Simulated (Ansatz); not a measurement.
TiC:

```
Ti C
1.0
     3.04209    0.00000    0.00000
    -1.52104    2.63452    0.00000
     0.00000    0.00000    2.69797
Ti C
1 1
Cartesian
  0.0000 0.0000 1.3490
  0.0000 1.7564 0.0000
```

The cell was built by a generator and needn't be a form met in nature.

```yaml
Program: Ansatz 0.2.0
Task: relaxation of cell and atoms
Functional: BLYP
Potentials_or_basis: Ansatz PAW
Cutoff: "420 eV (not typed: the program's choice for these potentials)"
k_mesh: 10 × 10 × 10
Occupations: fermi-dirac, width 0.05 eV
Spin: no spin polarisation
```

At the start: volume 10.81 Å³/atom.

Q: Where does the relaxation end?

A: It ends after 6 steps and the volume is 11.18 Å³/atom (+3.4 %); space group P-6m2 (No. 187, to 0.05 Å).

Step by step:
```
step  energy change (eV)  largest force (eV/Å)  volume (Å³)
   1              0.0000                0.0000        21.62
   2             -0.0137                0.0000        22.28
   3             -0.0137                0.0000        22.34
   4             -0.0153                0.0000        22.34
   5             -0.0153                0.0000        22.35
   6             -0.0153                0.0000        22.35
```

Final structure:
```cif
data_structure
_symmetry_space_group_name_H-M 'P 1'
_symmetry_Int_Tables_number 1
_cell_length_a 3.0833
_cell_length_b 3.0833
_cell_length_c 2.7149
_cell_angle_alpha 90.000
_cell_angle_beta 90.000
_cell_angle_gamma 120.000
_cell_volume 22.35
loop_
_atom_site_label
_atom_site_type_symbol
_atom_site_fract_x
_atom_site_fract_y
_atom_site_fract_z
_atom_site_occupancy
Ti1 Ti 0.00000 0.00000 0.50000 1
C1 C 0.33333 0.66667 0.00000 1
```

Caveat: the plane-wave basis is chosen anew once the cell has moved, so the energies of steps on either side of that aren't comparable; the PAW data sets come from PBE, with cores solved anew for the run's functional, which leaves a small shift of forces and pressure.
